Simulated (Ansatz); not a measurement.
# A sublattice moved along a line in PbSe

Theory: Ansatz 0.2.0, DFT PBE, scalar-relativistic, plane waves, PAW. The runs took a 420 eV cutoff, a Γ-centred 6×6×6 mesh and Gaussian smearing (0.05 eV). Spin–orbit coupling is left out, which matters for the heavy elements here. No spin polarisation. Energies are free energies at this smearing, counted from the undisturbed cell; pressure is positive in compression.

Zero of the scan (as given, not relaxed at this level; it stands at 0.0 GPa; this form isn't the usual structure):

```
CELL_PARAMETERS angstrom
0.00000 12.00080 3.12544
3.11815 0.00000 3.12544
3.11815 12.00080 0.00000
ATOMIC_POSITIONS crystal
Pb 0.19073 0.80527 0.19473
Pb 0.80527 0.19073 0.80927
Se 0.67442 0.29558 0.70442
Se 0.29558 0.67442 0.32558
```

The cell holds layers and no dispersion correction was added, so their binding is poorly described.

Every Pb atom is moved by x along the Cartesian unit vector (0.000, 0.000, 1.000); the cell and all other atoms stay fixed.

**Question.** Over the sampled range (-0.3000 to 0.2250), is the undisturbed cell the lowest point?

**Answer.** No: the energy is lower at x (Å) = -0.1500, -0.4 in ΔE (meV/cell).

**Question.** Does the gap on the k-mesh survive along the scan?

**Answer.** It is 1.68 eV at the start and stays between 1.68 and 1.83 eV.

The scan:

| x (Å) | ΔE (meV/cell) |
| --- | --- |
| -0.3000 | 18.6 |
| -0.1500 | -0.4 |
| 0.0000 | 0.0 |
| 0.0750 | 5.8 |
| 0.2250 | 60.4 |